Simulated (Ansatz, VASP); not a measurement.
**Se: VASP beside Ansatz**

INCAR

```
PREC = Accurate ; ENCUT = 520
EDIFF = 1E-7 ; ISMEAR = -1
SIGMA = 0.05 ; LREAL = F
LASPH = T ; NELM = 80
ALGO = Normal ; ISIF = 2
LWAVE = F ; LCHARG = F
GGA = PE ; NBANDS = 16
```

Contents of KPOINTS:

```
Automatic mesh
0
Gamma
  7 7 6
```

POSCAR

```
Se
1.0
    4.3368957613      0.0000000000      0.0000000000
   -2.1684478807      3.7558619029      0.0000000000
    0.0000000000      0.0000000000      4.9203533607
Se
3
Direct
    0.7746000000      0.7746000000      0.0000000000
    0.0000000000      0.2254000000      0.6666666667
    0.2254000000      0.0000000000      0.3333333333
```

input.yaml

```yaml
crystal:
  lattice:
    - [4.3368957613, 0.0, 0.0]
    - [-2.1684478807, 3.7558619029, 0.0]
    - [0.0, 0.0, 4.9203533607]
  atoms:
    - { symbol: Se, position: [0.7746, 0.7746, 0.0] }
    - { symbol: Se, position: [0.0, 0.2254, 0.6666666667] }
    - { symbol: Se, position: [0.2254, 0.0, 0.3333333333] }
kpoints:
  mp_grid: { grid: [7, 7, 6] }
scf:
  occupations: { method: fermi_dirac, width: 0.05 }
hamiltonian:
  xc: pbe
  pseudopotentials: { kind: all_electron, lapw: { basis_error: 0.001 } }
output:
  forces: true
  stress: true
  eigenvalues: true
```

Change from the starting cell: volume scaled by 0.98.

Alike in both runs: task single point; functional PBE; k mesh 7 × 7 × 6; occupations fermi-dirac, width 0.05 eV; no spin polarisation.

|  | VASP | Ansatz |
| --- | --- | --- |
| version | VASP 6.6.1 | Ansatz 0.2.0 |
| potentials or method | VASP PAW PBE potentials, release 64 (Se) | all-electron LAPW, scalar-relativistic |
| plane-wave cutoff (eV) | 520 | see its input |

|  | VASP | Ansatz | Ansatz less VASP |
| --- | --- | --- | --- |
| gap on the k mesh at the Fermi level (eV) | 1.20 | 1.20 | +0.006 |
| least direct gap on the mesh (eV) | 1.50 | 1.52 | +0.023 |
| pressure (GPa) | 4.2 | 4.1 | -0.16 |
| largest component of the traceless stress (GPa) | 1.71 | 1.65 | -0.060 |
| rms of the force components (eV/Å) | 0.377 | 0.353 | -0.0244 |

Atom by atom the forces differ by 0.024 eV/Å (rms over components). Ansatz ran all-electron here, so the differences hold the error of VASP's frozen core and of both bases.

Caveats: an odd mesh through Γ misses points on the zone boundary, where band edges often lie.
